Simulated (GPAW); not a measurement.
Te2Mo: band structure with r2SCAN

**What was measured.**

“Broadband infrared study of pressure-tunable Fano resonance and metallization transition in 2H-MoTe2”, 2022, pmc:9569381 quotes, for a bulk crystal of Te2Mo at 300 K: band gap 0.88 ± 0.05 eV (indirect).

Crystal: Te2Mo.

```xyz
6
Lattice="3.5182 0.0000 0.0000 -1.7591 3.0469 0.0000 0.0000 0.0000 13.9736" Properties=species:S:1:pos:R:3 pbc="T T T"
Te    1.7591    1.0156    5.2960
Te    0.0000    2.0312   12.2828
Te    1.7591    1.0156    1.6908
Te    0.0000    2.0312    8.6776
Mo    1.7591    1.0156   10.4802
Mo    0.0000    2.0312    3.4934
```

```json
{"Program": "GPAW 26.7.0", "Task": "band structure", "Functional": "r2SCAN", "Potentials or basis": "GPAW PAW data sets (gpaw-data 1.2.1)", "Cutoff": "600 eV", "Basis": "pw", "k mesh": "6 × 6 × 2", "Occupations": "fermi-dirac, width 0.05 eV", "Spin": "no spin polarisation", "Maxiter": "150", "Band path": "GMKGALHA,LM,KH", "Band points": "100"}
```

```yaml
Pressure: 1.8 GPa
Largest_force: 0.133 eV/Å
Band_gap_on_the_k_mesh: 0.93 eV, indirect (least direct gap 1.12 eV)
Band_gap_along_the_path: 0.82 eV, indirect (least direct gap 1.12 eV)
```

Forces on the atoms (eV/Å):
```
Te   0.000  0.000 -0.133
Te   0.000  0.000 -0.133
Te   0.000  0.000  0.133
Te   0.000  0.000  0.133
Mo   0.000  0.000  0.000
Mo   0.000  0.000  0.000
```

Stress tensor (GPa, compression positive):
```
2.04 0.00 0.00
0.00 2.04 0.00
0.00 0.00 1.18
```

Levels at the corners of the path, in eV from the valence-band top:
| point | band 24 | band 25 | band 26 | band 27 | band 28 | band 29 |
| --- | --- | --- | --- | --- | --- | --- |
| Γ | -1.07 | -0.42 | 0.00 | 3.01 | 3.01 | 3.15 |
| M | -0.99 | -0.72 | -0.43 | 1.33 | 1.40 | 1.56 |
| K | -1.98 | -0.30 | -0.07 | 1.04 | 1.04 | 1.27 |
| Γ | -1.07 | -0.42 | 0.00 | 3.01 | 3.01 | 3.15 |
| A | -1.13 | -0.11 | -0.11 | 3.05 | 3.05 | 3.05 |
| L | -1.00 | -0.58 | -0.58 | 1.36 | 1.36 | 1.74 |
| H | -2.14 | -0.21 | -0.21 | 1.05 | 1.05 | 1.73 |
| A | -1.13 | -0.11 | -0.11 | 3.05 | 3.05 | 3.05 |
| L | -1.00 | -0.58 | -0.58 | 1.36 | 1.36 | 1.74 |
| M | -0.99 | -0.72 | -0.43 | 1.33 | 1.40 | 1.56 |
| K | -1.98 | -0.30 | -0.07 | 1.04 | 1.04 | 1.27 |
| H | -2.14 | -0.21 | -0.21 | 1.05 | 1.05 | 1.73 |

Wall time 17 min on 1 thread of Arm Neoverse V1, on a shared host, peak memory 1.1 GiB.

A measured gap of Te2Mo is 0.88 eV (indirect; 300 K; quoted in “Broadband infrared study of pressure-tunable Fano resonance and metallization transition in 2H-MoTe2”, 2022, pmc:9569381); the calculated 0.82 eV misses it by -0.06 eV. Spin-orbit coupling on Mo, Te is left out. The value is that of r2SCAN, without temperature or zero-point motion.

Caveat: the PAW data sets were made with another functional, which shifts forces and pressure a little; spin-orbit coupling is left out, which moves the levels of the heavy elements; the mesh misses the band edges, which the band path finds closer together.
